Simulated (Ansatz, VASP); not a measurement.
**Al96CN95 (C_N): VASP beside Ansatz**

Wanted: the spread between two codes on one cell, functional and k mesh. The cell is taken from a series of runs on this material, whose earlier steps may have relaxed, scaled, displaced or heated it; both programs get it as it stands.

Main program and level: Ansatz 0.2.0; plane waves, with VASP 6.6.1 beside it; single point at LDA.

### Step 1. Starting point

The cell holds 192 atoms: 96 Al, 95 N and 1 C. Cell: a = 12.355 Å, b = 12.355 Å, c = 14.830 Å, α = 90.0°, β = 90.0°, γ = 120.0°. It derives from AlN (AlN (P6_3mc)). Nearest the centre at fractional (0.333, 0.167, 0.460): C192 at 0.04 Å, Al26 at 1.86 Å, Al27 at 1.88 Å, Al33 at 1.89 Å, Al3 at 1.89 Å, Al28 at 2.98 Å, N122 at 3.08 Å, N127 at 3.08 Å.

### Step 2. Ansatz: single point, LDA

Ansatz runs on its default PAW (the set named soft_2) files.

A single point gives forces, pressure and levels at one fixed geometry, so differences don't come from the geometry; what else differs is listed under the comparison.

Input file input.yaml:

```yaml
crystal:
  checkpoint: "../qm1.relax_smeared.run"
  host: checkpoint
basis:
  ecutwfc: 420
  xc_grid: 2
hamiltonian:
  xc: lda
kpoints:
  mp_grid: { grid: [1, 1, 1] }
scf:
  occupations: { method: fermi_dirac, width: 0.01 }
  max_iter: 60
output:
  forces: true
  eigenvalues: true
  charged_corrections: { defect_position: [0.333333, 0.166667, 0.459664] }
magnetization:
  spin_polarized: true
  initial_magnetization: 1
  spin_locking: { lock_magnetization: hard }
checkpoint:
  write: "../qm1.point_neutral.run"
  compress: false
  write_wavefunctions: false
  write_every: 100000
```

On the command line:

```bash
ansatz run input.yaml --threads 4 --pin off --max-ram 14131MiB --backend cpu --events-out ev --progress --plain --runs-dir out
```

The program printed:

```text
Warning: the atoms were moved onto the symmetric positions of the space group found under crystal.symmetry.tolerance 1.0e-5 (fractional; no operation is sought that the atoms, as they stand in a round, miss by more than twice it, and no atom is moved by as much as it), and the run uses the moved positions. Before a round's move an operation carried an atom to 1.18e-4 Å from where it should land, the largest such dist [...]
[...]
k-point 0 ↓: bands = ["-8.0471", "-7.6302", "-7.5980", "-7.2865", "-7.2865", "-7.2651", "-7.2651", "-7.2500", "-7.2250", "-6.9119", "-6.9119", "-6.9104", "-6.8889", "-6.8889", "-6.8807", "-6.8807", "-6.8768", "-6.8768", "-6.8658", "-6.8631", "-6.7659", "-6.5302", "-6.4997", "-6.0982", "-6.0982", "-6.0871", "-6.0634", "-6.0634", "-6.0517", "-5.9884", "-5.9884", "-5.9760", "-5.9760", "-5.9730", "-5.9573", "-5.9571",  [...]
```

### Step 3. VASP: single point, LDA

The same cell, functional (in two slightly different forms), mesh and smearing now go to VASP, with its own data sets.

Lines of VASP's logs that name or quote its potential files are left out, and so is its time.

Input file INCAR:

```
SYSTEM = Al96CN95
PREC = Accurate
ENCUT = 520
EDIFF = 1E-06
NELM = 200
ISMEAR = -1
SIGMA = 0.01
LREAL = Auto
ALGO = Normal
GGA = PW92
NBANDS = 517
ISPIN = 2
MAGMOM = 0 -0 0 0 -0 0 0 0 0 0 0 0 0 0 0 0 0 0 0 -0 0 0 0 0 0 0.01 0 -0 -0 0 0 -0 0 0 -0 0 0 -0 0 0 0 0 0 -0 0 0 0 0 0 -0 0 0 0 0 0 -0 0 0 0 0 0 0 0 0 0 0 0 0 0 0 -0 0 0 -0 0 0 0 0 0 0 0 0 0 0 0 -0 0 0 0 0 0 0 0 0 0 0 0.01 0.03 0.01 0.03 0.01 0 0 0 0 0 0 0.01 0 0 0 0 0 0 0.01 0 0.01 0 0.01 0.01 0 0.03 0.03 0 0 0.01 0.03 0.01 0.03 0.01 0 0 0 0 0 0 0 0.01 0 0.01 0 0.01 0 0.01 0 0.01 0 0.01 0 0.01 0 0.01 0 0.01 0.01 0 0 0 0 0 0 0 0 0 0 0 0 0 0 0 0 0 0 0 0 0 0 0 0 0 0 0 0 0 0 0 0 0 0 0 0 0.21
LORBIT = 11
LWAVE = .FALSE.
LCHARG = .FALSE.
ISIF = 2
NUPDOWN = 1
LASPH = .TRUE.
GGA_COMPAT = .FALSE.
```

Input file POSCAR:

```
Al96CN95
1.0
   12.3550845635      0.0000000000      0.0000000000
   -6.1775422818     10.6998170979      0.0000000000
    0.0000000000      0.0000000000     14.8298143552
Al N C
96 95 1
Direct
    0.1663132659      0.0832754245      0.1651873612
    0.0834445977      0.1660155869      0.3331158900
    0.1656395713      0.0829394440      0.4998802698
    0.0823276059      0.1664148858      0.6661942144
[... 4 atom lines left out ...]
    0.1669744857      0.3325163706      0.4989838861
[... 10 atom lines left out ...]
    0.0834449437      0.9176663778      0.3331176340
    0.1669760387      0.8346977072      0.4989825743
    0.0823278304      0.9161494229      0.6661939271
[... 2 atom lines left out ...]
    0.4162188229      0.0832763530      0.1651862864
    0.3329163847      0.1665757163      0.3343967736
    0.4165553101      0.0829405700      0.4998800569
    0.3329145210      0.1665746809      0.6607560933
[... 2 atom lines left out ...]
    0.4162184928      0.3331807039      0.1651876612
    0.3334750526      0.4160461645      0.3331153773
    0.4165474219      0.3338438365      0.4998793998
    0.3330770037      0.4171640714      0.6661934654
[... 9 atom lines left out ...]
    0.3334752583      0.9176649121      0.3331151848
    0.4164242965      0.8327528942      0.4994997812
    0.3330778698      0.9161517118      0.6661932178
[... 3 atom lines left out ...]
    0.5818278990      0.1660193855      0.3331151610
    0.6667359231      0.0830669769      0.4994986476
    0.5833430738      0.1664170722      0.6661942664
[... 3 atom lines left out ...]
    0.5818269574      0.4160480185      0.3331154821
    0.6647950152      0.3325184811      0.4989846917
    0.5833407276      0.4171641595      0.6661928373
[... 4 atom lines left out ...]
    0.6667343186      0.5839067640      0.4994989833
[... 34 atom lines left out ...]
    0.1650600256      0.0826475732      0.2910867499
    0.0799506860      0.1659361379      0.4602044120
    0.1628093523      0.0815229860      0.6288865365
[... 3 atom lines left out ...]
    0.1663751178      0.3331141320      0.2933266240
[... 1 atom line left out ...]
    0.1662552887      0.3332365315      0.6268785939
[... 9 atom lines left out ...]
    0.1663762874      0.8334989398      0.2933274570
    0.0799484160      0.9142510380      0.4602053323
    0.1662559246      0.8332564365      0.6268776784
[... 3 atom lines left out ...]
    0.4168449404      0.0826488060      0.2910852040
    0.4179691843      0.0815264189      0.6288866796
[... 3 atom lines left out ...]
    0.4168438339      0.3344318679      0.2910880021
    0.3335540513      0.4195395462      0.4602041044
    0.4179660829      0.3366789753      0.6288872763
[... 10 atom lines left out ...]
    0.3335560321      0.9142511242      0.4602043286
[... 5 atom lines left out ...]
    0.5852421340      0.1659398393      0.4602047084
[... 4 atom lines left out ...]
    0.6659954478      0.3331175786      0.2933254458
    0.5852379181      0.4195401573      0.4602044306
    0.6662380094      0.3332397353      0.6268790638
[... 38 atom lines left out ...]
    0.3329129491      0.1665706629      0.4623926747
```

Input file KPOINTS:

```
Automatic mesh
0
Gamma
1 1 1
0 0 0
```

The projector-augmented-wave data sets are Al, N and C (LDA family, release 64).

On the command line:

```bash
export OMP_NUM_THREADS=4
mpirun -np 1 vasp_gam
```

The program printed:

```text
[banner, memory and clock lines left out]
running    1 mpi-ranks, on    1 nodes
[...]
Offloading initialized ...    1 GPUs detected
[...]
|                                                                             |
|               ----> ADVICE to this user running VASP <----                  |
|                                                                             |
|     You enforced a specific xc type in the INCAR file but a different       |
|     [... a line on the potential file left out ...]
|     I HOPE YOU KNOW WHAT YOU ARE DOING!                                     |
|                                                                             |

 LDA part: xc-table for (Slater(with rela. corr.)+PW92), standard interpolation
 POSCAR, INCAR and KPOINTS ok, starting setup
[...]
entering main loop
       N       E                     dE             d eps       ncg     rms          rms(c)
DAV:   1     0.531326728396E+04    0.53133E+04   -0.40975E+05  2084   0.143E+03
DAV:   2    -0.124381814045E+04   -0.65571E+04   -0.62035E+04  2654   0.311E+02
DAV:   3    -0.180860245587E+04   -0.56478E+03   -0.55913E+03  2480   0.929E+01
DAV:   4    -0.181939672656E+04   -0.10794E+02   -0.10749E+02  2448   0.141E+01
[...]
DAV:  21    -0.157118042465E+04    0.40620E-05   -0.39117E-06  1960   0.390E-03    0.267E-02
DAV:  22    -0.157118042315E+04    0.14975E-05   -0.50890E-06  2088   0.315E-03    0.192E-02
DAV:  23    -0.157118042248E+04    0.67460E-06   -0.10008E-06  1328   0.181E-03
   1 F= -.15711804E+04 E0= -.15711741E+04  d E =-.125770E-01  mag=     0.9986
```

Parts of OUTCAR (step 3):

```text
 magnetization (x)
# of ion       s       p       d       tot
------------------------------------------
    1       -0.000   0.001   0.000   0.001
    2       -0.000  -0.000   0.000  -0.000
    3       -0.000   0.004   0.000   0.004
    4       -0.000   0.000   0.000   0.000
    5       -0.000  -0.000   0.000  -0.000
    6       -0.000   0.000   0.000   0.000
[...]
190        0.000   0.001   0.000   0.001
  191        0.000   0.003   0.000   0.003
  192        0.006   0.179   0.000   0.185
--------------------------------------------------
tot          0.012   0.640   0.000   0.652
```

The run ends at a pressure of 0.80 GPa, with forces up to 1.4 eV/Å.

### Step 4. Comparison

Known differences besides the potentials themselves: VASP starts from the moments at which Ansatz ended; the two LDA forms differ slightly; the cutoff is 420 eV in Ansatz and 520 eV in VASP (PREC = Accurate, projectors in real space); VASP's log shows a relativistic correction to its local exchange, Ansatz's none; site moments are counted in spheres of each program's own size. Total energies have different zeros and are not compared.

Compared:

```
                             quantity  Ansatz  VASP  difference
total moment, fixed by the input (μB)    1.00  1.00        0.00
                  moment on C192 (μB)    0.21  0.18       +0.02
```

Forces on 10 of the 192 atoms, those with the largest forces and the largest differences (eV/Å; atoms numbered as in POSCAR):

```
atom         Ansatz x, y, z           VASP x, y, z
 Al3  -1.051, -0.607, 0.073  -1.054, -0.608, 0.079
Al26   0.000, 0.000, -1.363   0.000, 0.000, -1.358
Al27   1.051, -0.607, 0.073   1.054, -0.608, 0.079
Al28    0.000, 0.000, 0.708    0.000, 0.000, 0.711
Al33    0.000, 1.213, 0.073    0.000, 1.218, 0.079
 N98    0.279, 0.161, 0.530    0.282, 0.163, 0.534
N122   -0.279, 0.161, 0.530   -0.282, 0.163, 0.534
N128   0.203, -0.365, 0.004   0.207, -0.373, 0.005
N152  -0.203, -0.365, 0.004  -0.207, -0.373, 0.005
C192    0.000, 0.000, 0.411    0.000, 0.000, 0.399
```

The forces differ by 1.6 meV/Å r.m.s., which is 1.0 % of the r.m.s. force of 0.158 eV/Å (both taken over all components).

### Step 5. What came out

```json
{"r.m.s. force difference (single point, LDA)": "1.6 meV/Å"}
```

The r.m.s. force difference is 1.6 meV/Å (single point, LDA), within the 12 meV/Å picked in this series as the mark of a large difference. Such differences can come from data sets, numerical settings and the points named under the comparisons, not from the functional's error against experiment.

[Lines on the potential files, build, host, timing and source positions are cut from VASP's logs without a mark.]

[Logs are printed without paths, hosts, clocks, repeated set-up lines and the standing remarks that a program may print on its own settings, such as how far it seeks lower states.]

[Hosts, paths, dates, database ids (printed as entryN), source tags and the programs' standing remarks are cut or masked in the printed files.]
